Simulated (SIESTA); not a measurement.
Crystal: SiC (Moissanite).

```xyz
4
Lattice="3.0760 0.0000 0.0000 -1.5380 2.6639 0.0000 0.0000 0.0000 5.0480" Properties=species:S:1:pos:R:3 pbc="T T T"
Si    1.5380    0.8880    2.5240
Si    0.0000    1.7759    0.0000
C     1.5380    0.8880    4.4675
C     0.0000    1.7759    1.9435
```

Base run:

| Quantity | Value |
| --- | --- |
| Program | SIESTA 5.4.2 |
| Functional | PBE |
| Potentials or basis | PseudoDojo 0.4 standard (PBE files) |
| Basis | TZ (energy shift 0.002 Ry) |
| Grid cutoff | 500 Ry |
| Energy shift | 0.002 Ry |
| k mesh | 10 × 10 × 5 |
| Occupations | fermi-dirac, width 0.05 eV |
| Spin | no spin polarisation |

Its results: band gap on the k mesh 3.04 eV, indirect (least direct gap 4.51 eV); pressure 13.6 GPa; largest force 0.997 eV/Å.

Problem. The run is repeated on the same cell with these changes: basis from TZ (energy shift 0.002 Ry) to TZP (energy shift 0.002 Ry). What comes out?

Solution. Band gap on the k mesh 2.47 eV, indirect (least direct gap 4.07 eV); pressure 6.3 GPa; largest force 0.812 eV/Å.

Caveats: the basis of atomic orbitals isn't converged, which shifts pressures, moduli and gaps; the basis has no polarisation orbitals (some runs); the mesh misses the band edges, which the band path finds closer together (some runs).

Not every run made on this cell is shown here.
